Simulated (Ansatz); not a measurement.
**Orbital-resolved density of states of Sn**

```yaml
crystal:
  lattice:
    - [-1.72654, 1.77555, 2.33834]
    - [1.72654, -1.77555, 2.33834]
    - [1.72654, 1.77555, -2.33834]
  atoms:
    - { symbol: Sn, position: [0.00000, 0.00000, 0.00000] }
```

Structure from Materials Project entry mp-623511 (possibly hypothetical), not relaxed further.

No spin–orbit coupling, which matters for the heavy atoms here.

Level of theory: Ansatz 0.2.0, DFT, PBEsol, all-electron LAPW, scalar-relativistic.

Numerical set-up: a Γ-centred 16×16×16 k mesh, Fermi–Dirac smearing of 0.03 eV, basis error target 1 meV/atom, no spin polarisation.

States per eV for one atom of each kind, in 0.4 eV bins named by their centres, from the Fermi level, projected on a minimal set of Löwdin-orthogonalised atomic shells; orbitals are real harmonics on the Cartesian axes, equal curves share a column, and empty bins are left out, as is all above 4.3 eV, near the top of the computed bands.

Sn 5p:

```
# E all pz px py
-10.7 0.01 0.00 0.00 0.00
-10.3 0.03 0.01 0.01 0.01
-9.9 0.06 0.02 0.02 0.02
-9.5 0.08 0.03 0.03 0.03
-9.1 0.09 0.03 0.03 0.03
-8.7 0.11 0.04 0.04 0.03
-8.3 0.12 0.04 0.04 0.04
-7.9 0.12 0.04 0.04 0.04
-7.5 0.13 0.04 0.04 0.04
-7.1 0.13 0.04 0.05 0.04
-6.7 0.13 0.04 0.05 0.04
-6.3 0.12 0.04 0.04 0.04
-5.9 0.10 0.03 0.03 0.03
-5.5 0.07 0.03 0.02 0.02
-5.1 0.04 0.02 0.01 0.01
-4.7 0.01 0.01 0.00 0.00
-4.3 0.03 0.01 0.01 0.01
-3.9 0.14 0.05 0.04 0.05
-3.5 0.22 0.08 0.07 0.08
-3.1 0.35 0.10 0.12 0.12
-2.7 0.54 0.16 0.19 0.18
-2.3 0.64 0.23 0.21 0.21
-1.9 0.45 0.17 0.14 0.14
-1.5 0.35 0.12 0.11 0.12
-1.1 0.43 0.14 0.14 0.15
-0.7 0.44 0.15 0.15 0.15
-0.3 0.44 0.15 0.14 0.15
0.1 0.45 0.16 0.14 0.15
0.5 0.50 0.16 0.16 0.17
0.9 0.53 0.18 0.17 0.19
1.3 0.58 0.18 0.18 0.21
1.7 0.63 0.20 0.21 0.22
2.1 0.67 0.20 0.23 0.23
2.5 0.71 0.22 0.24 0.25
2.9 0.66 0.21 0.22 0.23
3.3 0.62 0.20 0.21 0.21
3.7 0.59 0.19 0.20 0.20
4.1 0.56 0.18 0.19 0.19
```

Sn 5s:

```
# E all
-10.7 0.03
-10.3 0.09
-9.9 0.12
-9.5 0.13
-9.1 0.15
-8.7 0.17
-8.3 0.19
-7.9 0.21
-7.5 0.25
-7.1 0.30
-6.7 0.40
-6.3 0.39
-5.9 0.37
-5.5 0.38
-5.1 0.33
-4.7 0.11
-3.9 0.01
-3.5 0.02
-3.1 0.04
-2.7 0.06
-2.3 0.10
-1.9 0.11
-1.5 0.10
-1.1 0.10
-0.7 0.09
-0.3 0.08
0.1 0.08
0.5 0.07
0.9 0.07
1.3 0.06
1.7 0.05
2.1 0.05
2.5 0.04
2.9 0.04
3.3 0.03
3.7 0.03
4.1 0.02
```
